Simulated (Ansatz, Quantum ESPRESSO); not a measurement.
# RuAl (B2): bulk modulus from a few volumes

How stiff is B2 RuAl under hydrostatic load? Each row relaxes cell and atoms at a set pressure. The phase is followed to these pressures whether or not it stays the stable one.

Calculated with Quantum ESPRESSO 7.5, PBEsol, GBRV 1.5 ultrasoft potentials, cutoff 680 eV, Fermi–Dirac smearing 0.05 eV, k-mesh 15×15×15, no spin polarisation, no spin-orbit coupling.

Reference cell, relaxed at zero pressure with PBEsol (Pm-3m): a = 2.9755 Å, b = 2.9755 Å, c = 2.9755 Å, α = 90.00°, β = 90.00°, γ = 90.00°.

```csv
atom,x,y,z
Ru,0.5000,0.5000,0.5000
Al,0.0000,0.0000,0.0000
```

```
V (Å³/atom)    V/V0  P (GPa)  E − E0 (meV/atom)
    13.4244  1.0192   −4.008                3.2
    12.8889  0.9785    4.999                4.4
    12.4066  0.9419   14.987               34.0
    12.1963  0.9259   20.001               57.0
    11.8242  0.8977   30.009              114.8
```

V0 = 13.1717 Å³ an atom, where the residual pressure P0 is −0.014 GPa. **Question.** Fit the Birch–Murnaghan law and give the pressure and the energy at V = 12.6357 Å³ an atom, a row left out above.

With the Eulerian strain f = ½[(V0/V)^(2/3) − 1] and F = (P − P0)/[3f(1 + 2f)^(5/2)], the third-order law is the line F = B0 + (3/2) B0 (B′ − 4) f.

| f | F (GPa) |
| --- | --- |
| 0.03730 | 224.13 |
| 0.02632 | 223.02 |
| 0.02035 | 222.39 |
| 0.00729 | 221.16 |
| −0.00629 | 218.31 |

A straight line through the 5 rows: the means are 0.01699 for f and 221.8 for F, Σ(Δx)² = 0.001147 and ΣΔxΔy = 0.1481, so the slope is 0.1481/0.001147 = 129.17 and the intercept 221.8 − (129.17)(0.01699) = 219.61.

Hence B0 = 219.6 GPa and B′ = 4 + (129.2)/(1.5 × 219.6) = 4.39. For the withheld volume f = 0.01404, F = 221.42 GPa and P = 9.98 GPa. The run itself gives 10.00 GPa, so the estimate misses by 0.02 GPa; the fitted rows themselves lie up to 0.04 GPa off the law.

Integrating the same law gives E − E0 = (9/2) B0 V0 f²[1 + (B′ − 4) f] + P0(V0 − V), with 1 GPa Å³ = 6.2415 meV: 16.1 meV an atom. The run itself gives 16.2 meV, so the estimate misses by 0.1 meV, a rounding's worth.

The same fit over all rows at other levels or in other programs gives B0 = 220 GPa with PBEsol (Ansatz).

[Logs are printed without paths, hosts, clocks, repeated set-up lines and the standing remarks that a program may print on its own settings, such as how far it seeks lower states.]
